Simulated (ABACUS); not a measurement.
Sb:

```xyz
2
Lattice="2.1542 1.2437 3.7580 -2.1542 1.2437 3.7580 0.0000 -2.4875 3.7580" Properties=species:S:1:pos:R:3 pbc="T T T"
Sb    0.0000    0.0000    8.6416
Sb    0.0000    0.0000    2.6324
```

- Program: ABACUS 3.10.1
- Task: relaxation of cell and atoms
- Functional: LDA
- Potentials or basis: GBRV ultrasoft 1.5 LDA
- Cutoff: 544 eV
- Density cutoff: 4354 eV
- Basis: plane waves
- k mesh: 6 × 6 × 6
- Occupations: fermi-dirac, width 0.05 eV
- Spin: no spin polarisation

At the start: pressure -1.1 GPa; volume 30.21 Å³/atom.

**Question.** Where does the relaxation end?

**Answer.** Over 6 steps the energy falls by 2.0 meV/atom and the volume is 29.50 Å³/atom (-2.3 %); space group R-3m (No. 166, to 0.05 Å).

Step by step:
```
step  energy change (eV)  largest force (eV/Å)  pressure (GPa)  volume (Å³)
   1              0.0000                0.0627           -1.11        60.41
   2             -0.0016                0.0303           -0.83        60.14
   3             -0.0034                0.0537           -0.04        59.38
   4             -0.0035                0.0508           -0.02        59.34
   5             -0.0041                0.0035            0.05        59.00
   6             -0.0041                0.0104            0.03        59.00
```

Final structure:
```cif
data_structure
_symmetry_space_group_name_H-M 'P 1'
_symmetry_Int_Tables_number 1
_cell_length_a 4.4583
_cell_length_b 4.4583
_cell_length_c 4.4583
_cell_angle_alpha 57.461
_cell_angle_beta 57.461
_cell_angle_gamma 57.461
_cell_volume 59.00
loop_
_atom_site_label
_atom_site_type_symbol
_atom_site_fract_x
_atom_site_fract_y
_atom_site_fract_z
_atom_site_occupancy
Sb1 Sb 0.76581 0.76581 0.76581 1
Sb2 Sb 0.23419 0.23419 0.23419 1
```
